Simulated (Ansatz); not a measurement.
Relaxing thallium (fcc)

These are results of DFT, RPBE, plane waves (420 eV) with PAW, scalar-relativistic in Ansatz, not measurements. (PAW data from PBE, frozen cores regenerated.)

k-point mesh 11×11×11, Fermi-Dirac smearing 0.1 eV, no spin polarisation. Cell and atoms relax.

Starting structure:

```yaml
crystal:
  lattice:
    - [0.0, 2.4112096569, 2.4112096569]
    - [2.4112096569, 0.0, 2.4112096569]
    - [2.4112096569, 2.4112096569, 0.0]
  atoms:
    - { symbol: Tl, position: [0.0, 0.0, 0.0] }
hamiltonian:
  xc: rpbe
  pseudopotentials:
    kind: paw
    azcp:
      Tl: "pseudopotentials/Tl.paw.azcp"
basis:
  ecutwfc: 420
  fft_grid_basis: typed
kpoints:
  mp_grid: { grid: [11, 11, 11], shift: [0, 0, 0] }
magnetization:
  spin_polarized: false
scf:
  occupations: { method: fermi_dirac, width: 0.1 }
relax:
  max_steps: 60
  f_tol: 0.01
  cell: {}
output:
  write_density: true
  write_potential: true
  elf: true
  volumetric_format: npy
```

Q: What cell does the relaxation end in?

A: Fm-3m with a = 5.118 Å; 33.51 Å³ per atom against 28.04 at the start (19.5 %).

Q: How much energy does the relaxation gain?

A: 82.5 meV per atom.

Path of the relaxation (the plane waves are chosen anew near the end, which can shift the energy a little):

```tsv
step	E − E(final) (meV/atom)	V (Å³/atom)	P (GPa)	max force (eV/Å)
0	82.46	28.037	5.84	0.000
1	6.83	31.830	1.21	0.000
2	1.48	33.001	0.36	0.000
3	0.97	33.513	0.04	0.000
4	0.00	33.513	0.01	0.000
```
